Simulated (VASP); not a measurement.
**W: single point with PBE**

The system is W.

```
W
1.0
     0.00000    2.03000    2.03000
     2.03000    0.00000    2.03000
     2.03000    2.03000    0.00000
W
1
Direct
  0.00000 0.00000 0.00000
```

This isn't the form of W at room conditions, which is bcc.

```
Program             : VASP 6.6.1
Task                : single point
Functional          : PBE
Potentials or basis : VASP PAW PBE potentials, release 64 (W_sv)
Cutoff              : 520 eV
k mesh              : 4 × 4 × 4
Occupations         : fermi-dirac, width 0.02 eV
Spin                : no spin polarisation
```

```
Pressure               : -4.8 GPa
Band gap on the k mesh : none (metal or under the smearing width)
```

Levels at points of the mesh, in eV from the Fermi level:
```
           k point  band 4  band 5  band 6  band 7  band 8  band 9  band 10  band 11
(0.00, 0.00, 0.00)  -37.25   -8.83   -0.44   -0.44   -0.44    2.59     2.59    12.85
(0.50, 0.00, 0.00)  -37.40   -5.41   -0.66   -0.66    0.63    5.01     5.01    10.09
(0.50, 0.50, 0.00)  -37.64   -5.29   -4.31    3.02    4.97    5.72     5.72    11.64
```

Run time: 2.3 s on 1 thread of Intel(R) Xeon(R) Platinum 8375C CPU @ 2.90GHz (Ice Lake), on a shared host, peak memory 0.13 GiB.

Caveat: the k mesh is coarse (spacing up to 0.67 Å⁻¹), so the values aren't converged. The run has no spin-orbit coupling, so splittings on W are missing.
